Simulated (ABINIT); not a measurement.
The system is AlRu.

```
Ru Al
1.0
     2.99160    0.00000    0.00000
     0.00000    2.99160    0.00000
     0.00000    0.00000    2.99160
Ru Al
1 1
Direct
  0.50000 0.50000 0.50000
  0.00000 0.00000 0.00000
```

```yaml
Program: ABINIT 10.8.3 (patched build)
Task: relaxation of cell and atoms
Functional: LDA-Teter
Potentials_or_basis: JTH PAW LDA v2.0
Cutoff: 408 eV
k_mesh: 7 × 7 × 7
Occupations: fermi-dirac, width 0.05 eV
Spin: no spin polarisation
```

At the start: pressure -7.9 GPa; volume 13.39 Å³/atom.

Question: How do energy, volume and symmetry change on relaxing?

Answer: Over 4 steps the energy falls by 12.4 meV/atom and the volume is 12.90 Å³/atom (-3.6 %); space group Pm-3m (No. 221, to 0.05 Å).

The path:
| step | energy change (eV) | largest force (eV/Å) | pressure (GPa) | volume (Å³) |
| --- | --- | --- | --- | --- |
| 1 | 0.0000 | 0.0000 | -7.85 | 26.77 |
| 2 | -0.0217 | 0.0000 | -2.89 | 26.14 |
| 3 | -0.0247 | 0.0000 | 0.17 | 25.78 |
| 4 | -0.0247 | 0.0000 | 0.00 | 25.80 |

Final structure:
```cif
data_structure
_symmetry_space_group_name_H-M 'P 1'
_symmetry_Int_Tables_number 1
_cell_length_a 2.9550
_cell_length_b 2.9550
_cell_length_c 2.9550
_cell_angle_alpha 90.000
_cell_angle_beta 90.000
_cell_angle_gamma 90.000
_cell_volume 25.80
loop_
_atom_site_label
_atom_site_type_symbol
_atom_site_fract_x
_atom_site_fract_y
_atom_site_fract_z
_atom_site_occupancy
Ru1 Ru 0.50000 0.50000 0.50000 1
Al1 Al 0.00000 0.00000 0.00000 1
```
